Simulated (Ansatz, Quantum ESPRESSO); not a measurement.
# Evanescent states of BeSe, zinc blende type, lattice constant set to 4.973 Å, part 2 of 2

How good a tunnel barrier is BeSe, zinc blende type, lattice constant set to 4.973 Å?

Quantum ESPRESSO 7.5; plane-wave DFT, PBE, GBRV ultrasoft pseudopotentials; cross-check by Ansatz 0.2.0 with PAW datasets.

So far. Step 2 (Self-consistent run): The run needed 8 iterations to bring the estimated error under 1e-09 Ry.

The structure was built from a prototype and need not be the compound's stable phase.

**5. The same in Ansatz**

A second code with its own PAW datasets, on the same atoms.

Level of this step: plane-wave DFT, PBE, Ansatz PAW (Ansatz 0.2.0).

Contents of input.yaml:

```yaml
crystal:
  lattice:
    - [3.5164420228, 0.0, 0.0]
    - [0.0, 3.5164420228, 0.0]
    - [0.0, 0.0, 4.973]
  atoms:
    - { symbol: Be, position: [0.0, 0.0, 0.0] }
    - { symbol: Se, position: [0.5, 0.0, 0.25] }
    - { symbol: Be, position: [0.5, 0.5, 0.5] }
    - { symbol: Se, position: [0.0, 0.5, 0.75] }
kpoints:
  mp_grid: { grid: [8, 8, 6] }
hamiltonian:
  xc: pbe
scf:
  occupations: { method: fixed }
  convergence: { dr2_threshold: 1.0e-09 }
output:
  transmission:
    leads: [[0, 0]]
    kpoints: [[0, 0], [0.5, 0], [0.5, 0.5], [0.25, 0]]
    e_range: [-1.92, 4.48]
    de: 0.16
```

Run with:

```console
> ansatz run input.yaml --threads 2 --pin off --max-ram 4096MiB --backend cpu --events-out ev --progress --plain --runs-dir out
```

Run time: 14 s. Hardware: 2 threads of Arm Neoverse V1, shared host; peak memory 0.39 GiB.

Numbers from this step:

- free energy: -11126.6177 eV
- gap by band count: 2.392 eV
- symmetry operations: 16
- slowest decay at the grid energy nearest mid-gap: 0.2366 Å⁻¹
- peak of the smallest κ at the zone centre: 0.2750 Å⁻¹
- peak of the smallest κ at (1/4, 0): 0.3299 Å⁻¹
- valence top, on the run's zero: 8.375 eV

K across = (0, 0) in the cell's reciprocal vectors; values within 0.0025 1/Å of each other count once, columns are sorted by size at each energy, a dash where no further value was kept. Im kz of the slowest decaying states against energy, zero at the highest filled level of the SCF mesh:

```
energy (eV)  decay 1 (Å⁻¹)  decay 2 (Å⁻¹)  decay 3 (Å⁻¹)
      -1.92          0.865              -              -
      -1.76          0.849              -              -
      -1.44          0.816              -              -
      -1.28          0.799              -              -
      -0.96          0.765              -              -
      -0.80          0.748              -              -
      -0.64          0.730           1.49              -
      -0.32          0.693           1.42              -
      -0.16          0.674           1.39              -
       0.00        0.00192          0.654           1.36
       0.32          0.140          0.177          0.612
       0.48          0.168          0.211          0.590
       0.80          0.209          0.258          0.543
       0.96          0.224          0.276          0.518
       1.12          0.237          0.289          0.491
       1.44          0.256           0.31          0.430
       1.60          0.264          0.317          0.395
       1.76          0.270          0.323          0.356
       2.08          0.255          0.279          0.329
       2.24          0.180          0.281          0.330
       2.56          0.284          0.328          0.759
       2.72          0.283          0.325          0.711
       2.88          0.282          0.321          0.661
       3.20          0.277          0.309          0.553
       3.36          0.273          0.300          0.495
       3.52          0.268          0.291          0.433
       3.84          0.255          0.267          0.290
       4.00          0.193          0.247          0.251
       4.32          0.213          0.228           1.38
       4.48          0.189          0.218           1.37
```

K across = (0, 0) in the cell's reciprocal vectors. The Re kz of states that move upwards by energy, zero at the highest filled level of the SCF mesh:

```
energy (eV)  channel 1 (Å⁻¹)  channel 2 (Å⁻¹)  channel 3 (Å⁻¹)
      -1.92           -0.437            0.627            0.627
      -1.76           -0.590           -0.590           -0.412
      -1.44           -0.503           -0.503           -0.361
      -1.28           -0.461           -0.461           -0.335
      -0.96           -0.378           -0.378           -0.280
      -0.80           -0.336           -0.336           -0.252
      -0.64           -0.292           -0.292           -0.221
      -0.32           -0.196           -0.196           -0.151
      -0.16           -0.135           -0.135           -0.105
       0.00                -                -                -
       0.32                -                -                -
       0.48                -                -                -
       0.80                -                -                -
       0.96                -                -                -
       1.12                -                -                -
       1.44                -                -                -
       1.60                -                -                -
       1.76                -                -                -
       2.08                -                -                -
       2.24                -                -                -
       2.56            0.195                -                -
       2.72            0.276                -                -
       2.88            0.344                -                -
       3.20            0.462                -                -
       3.36            0.518                -                -
       3.52            0.574                -                -
       3.84           -0.574                -                -
       4.00           -0.514                -                -
       4.32           -0.386            0.218                -
       4.48           -0.315            0.293                -
```

K across = (1/2, 0) in the cell's reciprocal vectors; values within 0.0025 1/Å of each other count once, columns are sorted by size at each energy, a dash where no further value was kept. Table of Im kz of the slowest decaying states by energy, zero at the highest filled level of the SCF mesh:

```
energy (eV)  decay 1 (Å⁻¹)  decay 2 (Å⁻¹)  decay 3 (Å⁻¹)
      -1.92          0.709           1.46              -
      -1.76          0.638           1.44              -
      -1.60          0.542           1.42              -
      -1.44          0.383           1.41              -
      -1.28           1.39              -              -
      -1.12         0.0948          0.370           1.37
      -0.96          0.144          0.496           1.35
      -0.64          0.204          0.609           1.32
      -0.48          0.226          0.640           1.30
      -0.32          0.244          0.663           1.28
      -0.16          0.260          0.680           1.26
       0.00          0.273          0.693           1.24
       0.16          0.285          0.702           1.22
       0.32          0.296          0.709           1.21
       0.48          0.304          0.713           1.19
       0.64          0.312          0.716           1.17
       0.80          0.319          0.717           1.15
       0.96          0.324          0.717           1.13
       1.12          0.328          0.715           1.10
       1.44          0.334          0.709           1.06
       1.60          0.336          0.704           1.04
       1.76          0.337          0.698           1.02
       1.92          0.336          0.692          0.995
       2.08          0.335          0.684          0.972
       2.24          0.333          0.676          0.949
       2.40          0.330          0.667          0.925
       2.56          0.326          0.657          0.900
       2.72          0.321          0.647          0.874
       2.88          0.315          0.636          0.848
       3.04          0.308          0.624          0.821
       3.20          0.299          0.611          0.793
       3.52          0.278          0.583          0.734
       3.68          0.264          0.567          0.702
       3.84          0.248          0.551          0.669
       4.00          0.230          0.533          0.633
       4.16          0.207          0.515          0.595
       4.32          0.179          0.495          0.553
       4.48          0.141          0.474          0.506
```

K across = (1/2, 1/2) in the cell's reciprocal vectors; values within 0.0025 1/Å of each other count once, columns are sorted by size at each energy, a dash where no further value was kept. The Im kz of the slowest decaying states by energy, zero at the highest filled level of the SCF mesh:

```
energy (eV)  decay 1 (Å⁻¹)  decay 2 (Å⁻¹)
      -1.92          0.323          0.351
      -1.76          0.332          0.366
      -1.60          0.340          0.380
      -1.44          0.345          0.391
      -1.28          0.349          0.401
      -1.12          0.352          0.409
      -0.96          0.353          0.415
      -0.64          0.351          0.425
      -0.48          0.349          0.428
      -0.32          0.346          0.430
      -0.16          0.341          0.432
       0.00          0.336          0.432
       0.16          0.330          0.432
       0.32          0.322          0.430
       0.48          0.314          0.428
       0.64          0.304          0.426
       0.80          0.294          0.422
       0.96          0.282          0.418
       1.12          0.269          0.413
       1.44          0.238          0.400
       1.60          0.219          0.393
       1.76          0.197          0.385
       1.92          0.172          0.375
       2.08          0.141          0.365
       2.24         0.0994          0.355
       2.40          0.343              -
       2.56          0.330              -
       2.72          0.315              -
       2.88          0.300              -
       3.04          0.282              -
       3.20          0.263              -
       3.52          0.217              -
       3.68          0.188              -
       3.84          0.153              -
       4.00          0.104              -
       4.16              -              -
       4.32              -              -
       4.48              -              -
```

K across = (1/4, 0) in the cell's reciprocal vectors; values within 0.0025 1/Å of each other count once, columns are sorted by size at each energy, a dash where no further value was kept. Table of Im kz of the slowest decaying states by energy, zero at the highest filled level of the SCF mesh:

```
energy (eV)  decay 1 (Å⁻¹)  decay 2 (Å⁻¹)  decay 3 (Å⁻¹)
      -1.92          0.108           1.15           1.46
      -1.76          0.102           1.13           1.45
      -1.44         0.0426           1.10           1.42
      -1.28           1.08           1.41              -
      -0.96           1.04           1.38              -
      -0.80           1.02           1.36              -
      -0.64         0.0834           1.00           1.34
      -0.32          0.177          0.965           1.31
      -0.16          0.151          0.205          0.945
       0.00          0.226          0.924           1.28
       0.32          0.262          0.316          0.882
       0.48          0.276          0.348          0.861
       0.80          0.297          0.398          0.816
       0.96          0.306          0.418          0.793
       1.12          0.312          0.435          0.770
       1.44          0.323          0.463          0.721
       1.60          0.326          0.474          0.695
       1.76          0.328          0.484          0.668
       2.08          0.330          0.498          0.611
       2.24          0.329          0.504          0.580
       2.56          0.325          0.511          0.986
       2.72          0.321          0.475          0.513
       2.88          0.316          0.433          0.514
       3.20          0.302          0.333          0.512
       3.36          0.268          0.294          0.509
       3.52          0.177          0.284          0.504
       3.84          0.258          0.490          0.816
       4.00          0.242          0.479          0.795
       4.32          0.199          0.450          0.754
       4.48          0.169          0.430          0.735
```

**6. Worked from the printed numbers**

T falls as exp(−2κd). With κ = 0.242 1/Å, 10 Å of barrier pass exp(−2 × 0.242 × 10) = 0.0079 of that channel, interfaces aside.

**7. What came out**

| Quantity | Value |
| --- | --- |
| gap on the SCF mesh | 2.38 eV |
| smallest κ at mid-gap among the four k points, at the zone centre | 0.242 Å⁻¹ |
| peak of the smallest κ in the stop band at the zone centre | 0.275 Å⁻¹ |
| peak of the smallest κ in the stop band at (1/4, 0) | 0.330 Å⁻¹ |
| energy of the peak at the zone centre, over the highest filled level | 1.92 eV |
| peak at the zone centre by Ansatz | 0.275 Å⁻¹ |

With a gap of 2.38 eV on the mesh, the smallest κ at mid-gap among the four k points, at the zone centre is 0.242 Å⁻¹ (PBE, GBRV ultrasoft). For a barrier with the Fermi level at mid-gap the slowest state found, at the zone centre, loses a factor of ten in probability every 4.8 Å or so. Stop bands away from the zone centre are mostly wider than the gap, so their peaks can lie above the conduction bottom. At the zone centre pwcond's peak is 0.275 and Ansatz's 0.275 1/Å, 0 % apart. The cell is the a/√2 one, turned by 45°, with two primitive cells, so X along [001] folds onto kz = 0. A semilocal gap is too small, often by a third to a half and by more in narrow-gap crystals, so real barriers decay faster. Spin-orbit coupling is left out; depending on the atoms that carry the levels of interest, it can split and shift them by tens to hundreds of meV.

[Logs are printed without paths, hosts, clocks, repeated set-up lines and the standing remarks that a program may print on its own settings, such as how far it seeks lower states.]

[Hosts, paths, dates, database ids (printed as entryN), source tags and the programs' standing remarks are cut or masked in the printed files.]

[Maps of the electrostatic potential energy from Ansatz leave out the sawtooth potential of an applied field or a dipole correction, so their vacuum need not be flat; planar profiles and work functions include it.]
